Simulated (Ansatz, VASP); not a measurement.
## One calculation of Ge3Se4, two programs

```
Ge Se
1.0
     5.61166    0.00000    0.00000
     0.00000    5.61166    0.00000
     0.00000    0.00000    5.61166
Ge Se
3 4
Cartesian
  0.0000 2.8058 2.8058
  2.8058 0.0000 2.8058
  2.8058 2.8058 0.0000
  2.8058 0.0000 0.0000
  0.0000 2.8058 0.0000
  0.0000 0.0000 2.8058
  0.0000 0.0000 0.0000
```

Alike in both runs: functional PBE; k mesh 4 × 4 × 4; occupations gaussian, width 0.1 eV; no spin polarisation.

Ansatz relaxed the structure, and its values are those at the end. VASP's run is a single point on that final structure, the one shown.

|  | VASP | Ansatz |
| --- | --- | --- |
| version | VASP 6.6.1 | Ansatz 0.2.0 |
| potentials or method | VASP PAW PBE potentials, release 64 (Ge_d, Se) | scalar-relativistic, plane waves, PAW |
| plane-wave cutoff (eV) | 520 | 420 |
| valence electrons in the cell | 66 | 106 |

|  | VASP | Ansatz | Ansatz less VASP |
| --- | --- | --- | --- |
| gap on the k mesh at the Fermi level (eV) | none | none | - |
| pressure (GPa) | 0.3 | 0.2 | -0.01 |

A gap of «none» marks a metal or a gap that the smearing closes. The two sets of potentials don't hold the same shells in valence.
